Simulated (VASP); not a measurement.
# Si (Fd-3m) in VASP: notebook

One crystal, Si, is run at these levels: PBE+D3(BJ), PBE+D4, PBE+rVV10, PBE+TS; tasks: relaxation of cell and atoms.

Everything below comes from runs of VASP 6.6.1. Logs are shortened: lines on timing, memory, paths and dates and some standing lists are left out, and cuts for length are marked.

**1. The crystal as given**

The structure is cubic, space group Fd-3m (No. 227). The conventional cell has a = 5.444 Å, b = 5.444 Å, c = 5.444 Å, α = 90.00°, β = 90.00°, γ = 90.00°. Si (site symmetry -43m) has 4 Si at 2.36 Å as nearest neighbours.

**2. Relaxation of cell and atoms, PBE+D3(BJ)**

Input file INCAR:

```
SYSTEM = Si
PREC     = Accurate       ! precision mode
ENCUT    = 600            ! plane-wave cutoff, eV
EDIFF    = 1E-6           ! SCF threshold, eV
ISMEAR   = -1             ! smearing method
SIGMA    = 0.05           ! smearing width, eV
LREAL    = .FALSE.        ! projectors in reciprocal space
LASPH    = .TRUE.         ! aspherical terms in the spheres
NELM     = 100            ! most SCF steps
ALGO     = Normal         ! electronic algorithm
ISIF     = 3              ! what is computed and relaxed
LWAVE    = .FALSE.        ! write WAVECAR
LCHARG   = .FALSE.        ! write CHGCAR
GGA      = PE             ! functional
IVDW     = 12             ! dispersion correction
IBRION   = 2              ! ionic algorithm
NSW      = 60             ! ionic steps
EDIFFG   = -0.02          ! ionic threshold
```

Input file KPOINTS:

```
regular mesh
0
G
  8 8 8
  0 0 0
```

Input file POSCAR:

```
Si
1.0
    0.0000000000      2.7218511865      2.7218511865
    2.7218511865      0.0000000000      2.7218511865
    2.7218511865      2.7218511865      0.0000000000
Si
2
Direct
    0.5000000000      0.5000000000      0.5000000000
    0.7500000000      0.7500000000      0.7500000000
```

Potentials or basis: VASP PAW PBE potentials, release 64 (Si).

Launch:

```sh
cat potpaw_PBE.64/Si/POTCAR > POTCAR
mpirun -np 1 vasp_std > vasp.out
```

OUTCAR:

```text
SYSTEM = Si
   PREC = Accurate
   ENCUT = 600
   EDIFF = 1E-6
   ISMEAR = -1
   LREAL = .FALSE.
   LASPH = .TRUE.
   NELM = 100
   ISIF = 3
   GGA = PE
   IVDW = 12
   IBRION = 2
   NSW = 60
   EDIFFG = -0.02
 IVDW          = 12

 ion  position               nearest neighbor table
   1  0.500  0.500  0.500-   2 2.36   2 2.36   2 2.36   2 2.36
   2  0.750  0.750  0.750-   1 2.36   1 2.36   1 2.36   1 2.36

  LATTYP: Found a face centered cubic cell.
 ALAT       =     5.4437023730

  Lattice vectors:

 A1 = (   0.0000000000,   2.7218511865,   2.7218511865)
 A2 = (   2.7218511865,   0.0000000000,   2.7218511865)
 A3 = (   2.7218511865,   2.7218511865,   0.0000000000)

Analysis of symmetry for initial positions (statically):
=====================================================================
 Subroutine PRICEL returns:
 Original cell was already a primitive cell.

 Routine SETGRP: Setting up the symmetry group for a
 face centered cubic supercell.

 Subroutine GETGRP returns: Found 48 space group operations
 (whereof 24 operations were pure point group operations)
 out of a pool of 48 trial point group operations.

The static configuration has the point symmetry T_d .
 The point group associated with its full space group is O_h .

Analysis of symmetry for dynamics (positions and initial velocities):
=====================================================================
 Subroutine PRICEL returns:
 Original cell was already a primitive cell.

 Routine SETGRP: Setting up the symmetry group for a
 face centered cubic supercell.

 Subroutine GETGRP returns: Found 48 space group operations
 (whereof 24 operations were pure point group operations)
 out of a pool of 48 trial point group operations.

The dynamic configuration has the point symmetry T_d .
 The point group associated with its full space group is O_h .

 Subroutine INISYM returns: Found 48 space group operations
 (whereof 24 operations are pure point group operations),
 and found     1 'primitive' translations

----------------------------------------------------------------------------------------

                                     Primitive cell

  volume of cell :      40.3295

  direct lattice vectors                    reciprocal lattice vectors
     0.000000000  2.721851186  2.721851186    -0.183698507  0.183698507  0.183698507
     2.721851186  0.000000000  2.721851186     0.183698507 -0.183698507  0.183698507
     2.721851186  2.721851186  0.000000000     0.183698507  0.183698507 -0.183698507

  length of vectors
     3.849278863  3.849278863  3.849278863     0.318175148  0.318175148  0.318175148

  position of ions in fractional coordinates (direct lattice)
     0.500000000  0.500000000  0.500000000
     0.750000000  0.750000000  0.750000000

  ion indices of the primitive-cell ions
   primitive index   ion index
                 1           1
                 2           2

----------------------------------------------------------------------------------------

 KPOINTS: regular mesh

Automatic generation of k-mesh.
 Grid dimensions read from file:
 generate k-points for:    8    8    8

 Generating k-lattice:

  Cartesian coordinates                     Fractional coordinates (reciprocal lattice)
    -0.022962313  0.022962313  0.022962313     0.125000000  0.000000000  0.000000000
     0.022962313 -0.022962313  0.022962313     0.000000000  0.125000000  0.000000000
     0.022962313  0.022962313 -0.022962313     0.000000000  0.000000000  0.125000000

  Length of vectors
     0.039771893  0.039771893  0.039771893

  Shift w.r.t. Gamma in fractional coordinates (k-lattice)
     0.000000000  0.000000000  0.000000000

 Subroutine IBZKPT returns following result:
 ===========================================

 Found     29 irreducible k-points:

 Following reciprocal coordinates:
            Coordinates               Weight
  0.000000  0.000000  0.000000      1.000000
  0.125000  0.000000  0.000000      8.000000
  0.250000  0.000000  0.000000      8.000000
  0.375000  0.000000  0.000000      8.000000
  0.500000  0.000000  0.000000      4.000000
  0.125000  0.125000  0.000000      6.000000
[... 16 lines left out ...]
  0.500000  0.250000  0.125000     48.000000
 -0.375000  0.250000  0.125000     24.000000
 [... further k-points ...]
   k-points           NKPTS =     29   k-points in BZ     NKDIM =     29   number of bands    NBANDS=      8
   number of dos      NEDOS =    301   number of ions     NIONS =      2
   total plane-waves  NPLWV =  32768
   dimension x,y,z NGX =    32 NGY =   32 NGZ =   32
   dimension x,y,z NGXF=    64 NGYF=   64 NGZF=   64
   ions per type =               2
   NGX,Y,Z   is equivalent  to a cutoff of  13.82, 13.82, 13.82 a.u.
   NGXF,Y,Z  is equivalent  to a cutoff of  27.64, 27.64, 27.64 a.u.
 SYSTEM =  Si
   PREC   = accura    normal or accurate (medium, high low for compatibility)
   ISTART =      0    job   : 0-new  1-cont  2-samecut
   ICHARG =      2    charge: 1-file 2-atom 10-const
   ISPIN  =      1    spin polarized calculation?
   LNONCOLLINEAR =      F non collinear calculations
   LSORBIT =      F    spin-orbit coupling
   LASPH  =      T    aspherical Exc in radial PAW
   ENCUT  =  600.0 eV  44.10 Ry    6.64 a.u.   7.69  7.69  7.69*2*pi/ulx,y,z
   NELM   =    100;   NELMIN=  2; NELMDL= -5     # of ELM steps
   EDIFF  = 0.1E-05   stopping-criterion for ELM
   LREAL  =      F    real-space projection
   EDIFFG = -.2E-01   stopping-criterion for IOM
   NSW    =     60    number of steps for IOM
   IBRION =      2    ionic relax: 0-MD 1-quasi-New 2-CG
   NFREE  =      1    steps in history (QN), initial steepest desc. (CG)
   ISIF   =      3    stress and relaxation
   ISYM   =      2    0-nonsym 1-usesym 2-fastsym
   POTIM  = 0.5000    time-step for ionic-motion
   TEBEG  =    0.0;   TEEND  =   0.0 temperature during run
   PSTRESS=    0.0 pullay stress
   NELECT =       8.0000    total number of electrons
   NUPDOWN=      -1.0000    fix difference up-down
   EMIN   =  10.00;   EMAX   =-10.00  energy-range for DOS
   EFERMI =   0.00;   METHOD = LEGACY
   ISMEAR =    -1;   SIGMA  =   0.05  broadening in eV -4-tet -1-fermi 0-gaus
   EFERMI_NEDOS =   21; number of points for ismear=-14 and -15
   IALGO  =     38    algorithm
   IMIX   =      4    mixing-type and parameters
     AMIX     =   0.40;   BMIX     =  1.00
     AMIX_MAG =   1.60;   BMIX_MAG =  1.00
  volume/ion in A,a.u.               =      20.16       136.08
  Fermi-wavevector in a.u.,A,eV,Ry     =   0.954766  1.804247 12.402783  0.911579
  Thomas-Fermi vector in A             =   2.083543
   LORBIT       =      0    0 simple, 1 ext, 2 COOP (PROOUT), +10 PAW based schemes
   GGA     = PE    functional components
   LHFCALC =     F    Hartree Fock is set to
   AEXX    =    0.0000 exact exchange contribution
   IVDW    =    12    specifies the selected vdW correction
   LEPSILON=     F    determine dielectric tensor
   LRPA    =     F    only Hartree local field effects (RPA)
 conjugate gradient relaxation of ions
 non-spin polarized calculation
  energy-cutoff  :      600.00
  volume of cell :       40.33
 maximum number of plane-waves:      1365
   NGX = 15   NGY = 15   NGZ = 15

--------------------------------------- Ionic step        1  -------------------------------------------

 number of electron       8.0000000 magnetization

 Free energy of the ion-electron system (eV)
  ---------------------------------------------------
  ext. energy  EPLUGINS =         0.00000000
  ---------------------------------------------------
  free energy    TOTEN  =       -10.84401904 eV

  energy without entropy =      -10.84399353  energy(sigma->0) =      -10.84400629

------------------------ aborting loop because EDIFF is reached ----------------------------------------

 Edisp (eV)   -0.62390

 E8    (eV) :    -0.2586

  FORCE on cell =-STRESS in cart. coord.  units (eV):
  Direction    XX          YY          ZZ          XY          YZ          ZX
  --------------------------------------------------------------------------------------
  -------------------------------------------------------------------------------------
  Total      -0.29039    -0.29039    -0.29039     0.00000    -0.00000    -0.00000
  in kB     -11.53653   -11.53653   -11.53653     0.00000    -0.00000    -0.00000
  external pressure =      -11.54 kB  Pullay stress =        0.00 kB

 VOLUME and BASIS-vectors are now :
 -----------------------------------------------------------------------------
  energy-cutoff  :      600.00
  volume of cell :       40.33
      direct lattice vectors                 reciprocal lattice vectors
     0.000000000  2.721851186  2.721851186    -0.183698507  0.183698507  0.183698507
     2.721851186  0.000000000  2.721851186     0.183698507 -0.183698507  0.183698507
     2.721851186  2.721851186  0.000000000     0.183698507  0.183698507 -0.183698507
[... 41 lines left out ...]
 POSITION                                       TOTAL-FORCE (eV/Angst)
 -----------------------------------------------------------------------------------
      2.70279      2.70279      2.70279         0.000000     -0.000000     -0.000000
      4.05418      4.05418      4.05418        -0.000000      0.000000      0.000000
 -----------------------------------------------------------------------------------
    total drift:                               -0.000000     -0.000000     -0.000000

  FREE ENERGIE OF THE ION-ELECTRON SYSTEM (eV)
  ---------------------------------------------------
  free  energy   TOTEN  =       -11.4690951548 eV

  energy  without entropy=      -11.4690603748  energy(sigma->0) =      -11.46907776

--------------------------------------- Ionic step        3  -------------------------------------------

 number of electron       7.9999999 magnetization

 Free energy of the ion-electron system (eV)
  ---------------------------------------------------
  ext. energy  EPLUGINS =         0.00000000
  ---------------------------------------------------
  free energy    TOTEN  =       -10.83783452 eV

  energy without entropy =      -10.83780355  energy(sigma->0) =      -10.83781903

 E-fermi :   6.1696     XC(G=0):  -9.4316

 val. band max:        5.8874009422   @ k =   0.0000   0.0000   0.0000
 cond. band min:       6.4932879052   @ k =   0.3750   0.3750   0.0000
 fundamental gap:      0.6058869631
 Fermi energy:         6.1696452971

 k-point     1 :       0.0000    0.0000    0.0000
  band No.  band energies     occupation
      1      -6.1110      2.00000
      2       5.8874      1.99295
      3       5.8874      1.99295
      4       5.8874      1.99295
      5       8.4550      0.00000
      6       8.4550      0.00000
      7       8.4550      0.00000
      8       9.3296      0.00000

 k-point     2 :       0.1250    0.0000    0.0000
  band No.  band energies     occupation
      1      -5.9058      2.00000
      2       4.2886      2.00000
      3       5.5972      1.99998
      4       5.5972      1.99998
      5       8.4089      0.00000
      6       8.8815      0.00000
      7       8.8815      0.00000
      8      10.6583      0.00000
[... 221 lines left out ...]
 k-point    23 :       0.5000    0.2500    0.1250
  band No.  band energies     occupation
      1      -3.8809      2.00000
      2       0.0350      2.00000
      3       2.5518      2.00000
      4       3.9493      2.00000
      5       8.7688      0.00000
      6       9.4492      0.00000
      7      10.9190      0.00000
      8      11.8402      0.00000

 k-point    24 :      -0.3750    0.2500    0.1250
  band No.  band energies     occupation
      1      -3.2233      2.00000
      2      -0.9173      2.00000
      3       2.4238      2.00000
      4       3.7178      2.00000
      5       8.9686      0.00000
      6       9.0148      0.00000
      7      11.8171      0.00000
      8      13.0190      0.00000

 [... further k-points ...]

------------------------ aborting loop because EDIFF is reached ----------------------------------------

 Edisp (eV)   -0.63201

 E8    (eV) :    -0.2621

  FORCE on cell =-STRESS in cart. coord.  units (eV):
  Direction    XX          YY          ZZ          XY          YZ          ZX
  --------------------------------------------------------------------------------------
  -------------------------------------------------------------------------------------
  Total       0.00239     0.00239     0.00239    -0.00000     0.00000     0.00000
  in kB       0.09617     0.09617     0.09617    -0.00000     0.00000     0.00000
  external pressure =        0.10 kB  Pullay stress =        0.00 kB

 VOLUME and BASIS-vectors are now :
 -----------------------------------------------------------------------------
  energy-cutoff  :      600.00
  volume of cell :       39.81
      direct lattice vectors                 reciprocal lattice vectors
    -0.000000000  2.710008984  2.710008984    -0.184501233  0.184501233  0.184501233
     2.710008984 -0.000000000  2.710008984     0.184501233 -0.184501233  0.184501233
     2.710008984  2.710008984 -0.000000000     0.184501233  0.184501233 -0.184501233

 POSITION                                       TOTAL-FORCE (eV/Angst)
 -----------------------------------------------------------------------------------
      2.71001      2.71001      2.71001         0.000000      0.000000     -0.000000
      4.06501      4.06501      4.06501        -0.000000     -0.000000      0.000000
 -----------------------------------------------------------------------------------
    total drift:                               -0.000000     -0.000000     -0.000000

  FREE ENERGIE OF THE ION-ELECTRON SYSTEM (eV)
  ---------------------------------------------------
  free  energy   TOTEN  =       -11.4698423040 eV

  energy  without entropy=      -11.4698113349  energy(sigma->0) =      -11.46982682

 reached required accuracy - stopping structural energy minimisation
```

It took 22 s on 1 thread of Intel Xeon Platinum 8488C (Sapphire Rapids), shared host; peak memory 0.18 GiB.

Results:

```yaml
Free_energy: -11.4698 eV
Relaxed_volume: 19.90 Å³/atom
Relaxed_cell: a = 3.833 Å, b = 3.833 Å, c = 3.833 Å, α = 60.00°, β = 60.00°, γ = 60.00°
Space_group_after_relaxing_to_0.05_Å: Fd-3m (No. 227)
Energy_gained_by_relaxing: 1.0 meV/atom
Ionic_steps: 3
Pressure_after_relaxing: 0.0 GPa
Band_gap_on_the_k_mesh: 0.61 eV, indirect (least direct gap 2.57 eV)
Dispersion_energy_per_atom: -0.316 eV
```

Step by step:
| step | energy change (eV) | largest force (eV/Å) | pressure (GPa) | volume (Å³) |
| --- | --- | --- | --- | --- |
| 1 | 0.0000 | 0.0000 | -1.15 | 40.33 |
| 2 | -0.0012 | 0.0000 | 0.76 | 39.49 |
| 3 | -0.0019 | 0.0000 | 0.01 | 39.81 |

Final structure:
```
Si
1.0
     0.00000    2.71001    2.71001
     2.71001    0.00000    2.71001
     2.71001    2.71001    0.00000
Si
2
Direct
  0.50000 0.50000 0.50000
  0.75000 0.75000 0.75000
```

Levels at points of the mesh, in eV from the valence-band top:
```
           k point  band 1  band 2  band 3  band 4  band 5  band 6  band 7  band 8
(0.00, 0.00, 0.00)  -12.00    0.00    0.00    0.00    2.57    2.57    2.57    3.44
(0.50, 0.00, 0.00)   -9.65   -6.99   -1.20   -1.20    1.56    3.34    3.34    7.74
(0.50, 0.50, 0.00)   -7.83   -7.83   -2.86   -2.86    0.70    0.70   10.17   10.17
```

A k mesh can miss the band edges.

**3. Relaxation of cell and atoms, PBE+D4**

Input file INCAR:

```
PREC     = Accurate       # precision mode
ENCUT    = 600            # plane-wave cutoff, eV
EDIFF    = 1E-7           # SCF threshold, eV
ISMEAR   = -1             # smearing method
SIGMA    = 0.05           # smearing width, eV
LREAL    = F              # projectors in reciprocal space
LASPH    = T              # aspherical terms in the spheres
NELM     = 60             # most SCF steps
ALGO     = Normal         # electronic algorithm
ISIF     = 3              # what is computed and relaxed
LWAVE    = F              # write WAVECAR
LCHARG   = F              # write CHGCAR
GGA      = PE             # functional
IVDW     = 13             # dispersion correction
IBRION   = 2              # ionic algorithm
NSW      = 40             # ionic steps
EDIFFG   = -0.005         # ionic threshold
```

Input file KPOINTS:

```
Automatic mesh
0
Gamma
  8 8 8
```

POSCAR is that of step 2.

Potentials or basis: VASP PAW PBE potentials, release 64 (Si).

Launch:

```sh
cat potpaw_PBE.64/Si/POTCAR > POTCAR
mpirun -np 1 vasp_std > vasp.out
```

Wall time 30 s (1 thread of Intel Xeon Platinum 8488C (Sapphire Rapids), shared host); peak memory 0.17 GiB.

Results (log left out):

```yaml
Free_energy: -11.5051 eV
Relaxed_volume: 19.88 Å³/atom
Relaxed_cell: a = 3.831 Å, b = 3.831 Å, c = 3.831 Å, α = 60.00°, β = 60.00°, γ = 60.00°
Space_group_after_relaxing_to_0.05_Å: Fd-3m (No. 227)
Energy_gained_by_relaxing: 1.2 meV/atom
Ionic_steps: 3
Pressure_after_relaxing: 0.0 GPa
Band_gap_on_the_k_mesh: 0.60 eV, indirect (least direct gap 2.57 eV)
Dispersion_energy_per_atom: -0.334 eV
```

The path:
```csv
step,energy change (eV),largest force (eV/Å),pressure (GPa),volume (Å³)
1,0.0000,0.0000,-1.30,40.33
2,-0.0013,0.0000,0.93,39.38
3,-0.0024,0.0000,0.01,39.76
```

Final structure:
```
Si
1.0
     0.00000    2.70892    2.70892
     2.70892    0.00000    2.70892
     2.70892    2.70892    0.00000
Si
2
Cartesian
  2.7089 2.7089 2.7089
  4.0634 4.0634 4.0634
```

Levels at points of the mesh, in eV from the valence-band top:
```
           k point  band 1  band 2  band 3  band 4  band 5  band 6  band 7  band 8
(0.00, 0.00, 0.00)  -12.01    0.00    0.00    0.00    2.57    2.57    2.57    3.46
(0.50, 0.00, 0.00)   -9.66   -7.00   -1.20   -1.20    1.57    3.34    3.34    7.74
(0.50, 0.50, 0.00)   -7.84   -7.84   -2.87   -2.87    0.70    0.70   10.18   10.18
```

A k mesh can miss the band edges.

(Continued in part 2 of 2.)
